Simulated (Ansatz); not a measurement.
Runs of Ansatz 0.2.0 on MnSb. It takes space group Fm-3m (No. 225, cubic). Conventional cell: a = 5.590 Å, b = 5.590 Å, c = 5.590 Å, α = 90.00°, β = 90.00°, γ = 90.00°. Sb (site symmetry m-3m) is surrounded by 6 Mn at 2.80 Å. Around Mn (site symmetry m-3m) lie 6 Sb at 2.80 Å. The cell comes from a database or a generator and needn't be the stable form of this composition.

```tsv
level	U	hubbard projectors	double counting	gap on the mesh (eV)	pressure (GPa)	moment (μB)	relaxed volume (Å³/atom)
r2SCAN+U	Mn d U = 2 eV	ortho-atomic (the default)	fll (the default)	none	0.0	4.12	23.51
r2SCAN+U	Mn d U = 6 eV	ortho-atomic (the default)	fll (the default)	none	0.0	4.18	(b)
r2SCAN+U	Mn d U = 1 eV	ortho-atomic (the default)	fll (the default)	none	0.0	4.09	22.98
r2SCAN+U	Mn d U = 3 eV	ortho-atomic (the default)	fll (the default)	none	0.0	4.12	24.01
r2SCAN+U	Mn d U = 5 eV	ortho-atomic (the default)	fll (the default)	none	0.0	(c)	24.96
r2SCAN+U	Mn d U = 8 eV	ortho-atomic (the default)	fll (the default)	none	0.0	4.27	(d)
r2SCAN	-	-	-	none	0.0	(a)	22.39
r2SCAN+U	Mn d U = 4 eV	ortho-atomic (the default)	fll (the default)	none	0.0	4.14	24.48
```

Alike in all rows: task relaxation of cell and atoms; potentials or basis Ansatz PAW; spin collinear, ferromagnetic start; cell relaxed; k mesh 8 × 8 × 8; cutoff (eV) 500; smearing fermi-dirac 0.05 eV.

Task: Estimate the missing entries.

Result: (a) 4.02; (b) 25.39; (c) 4.17; (d) 26.16.

Caveats: the magnetic or orbital state may not be the lowest; the plane-wave basis is chosen anew once the cell has moved, so the energies of steps on either side of that aren't comparable; a cell with one magnetic atom can't hold antiferromagnetic order, which such compounds often take; the PAW data sets come from PBE, with cores solved anew for the run's functional, which leaves a small shift of forces and pressure; the U is typed as a test and isn't derived for this compound (some runs); the volume moved by over 15 % at a fixed basis, so the end points are rough (some runs).

A k mesh can miss the band edges, and the runs leave out spin-orbit coupling on Sb.

A gap of «none» marks a metal or a gap under the smearing width.

Runs at the PBE level aren't shown here.
